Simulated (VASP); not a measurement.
Write the native input for VASP 6.6.1 that does the following.

```yaml
Task: relaxation of cell and atoms
Functional: PBE
Dispersion: D3(BJ)
Potentials_or_basis: VASP PAW PBE potentials, release 64 (C)
Cutoff: 600 eV
k_mesh: 12 × 12 × 4
Occupations: gaussian, width 0.03 eV
Spin: no spin polarisation
Further_INCAR_settings: ALGO = Normal; EDIFF = 1e-07; IBRION = 2; EDIFFG = -0.005; NSW = 90; ISIF = 3
```

The structure of C lies in POSCAR:

```
C                                       
1.0
    2.4653858947      0.0000000000      0.0000000000
   -1.2326929474      2.1350868176     -0.0000000000
   -0.0000000000     -0.0000000000      6.6941248081
  C             
     4
Direct
     0.0000000000000000    1.0000000000000000    0.0024899061143639
     0.0000000000000000    0.0000000000000000    0.5024899061143639
     0.3333333300000021    0.6666666699999979    0.0025100938856386
     0.6666666699999979    0.3333333300000021    0.5025100938856386
```

These files were run (other wordings do the same):

INCAR

```
  PREC = Accurate
  ENCUT = 600
  EDIFF = 1E-7
  ISMEAR = 0
  SIGMA = 0.03
  LREAL = F
  LASPH = T
  NELM = 80
  ALGO = Normal
  ISIF = 3
  LWAVE = F
  LCHARG = F
  GGA = PE
  IVDW = 12
  IBRION = 2
  NSW = 90
  EDIFFG = -0.005
```

KPOINTS

```
Automatic mesh
0
Gamma
  12 12 4
```

Potentials or basis: VASP PAW PBE potentials, release 64 (C).

Command:

```sh
$ cat potpaw_PBE.64/C/POTCAR > POTCAR
$ mpirun -np 1 vasp_std > vasp.out
```

Results of the run:

The relaxed volume is 8.77 Å³/atom and the relaxed cell is a = 2.465 Å, b = 2.465 Å, c = 6.664 Å, α = 90.00°, β = 90.00°, γ = 120.00°. The space group after relaxing (to 0.05 Å) is P6_3/mmc (No. 194) and the energy gained by relaxing is 0.0 meV/atom. The ionic steps are 10, the pressure after relaxing is 0.0 GPa and the band gap on the k mesh is none (metal or under the smearing width). The dispersion energy per atom is -0.158 eV.

Wall time 58 s on 1 thread of AMD EPYC 9R45 96-Core Processor (Zen 5), with other jobs on the host, peak memory 0.15 GiB.
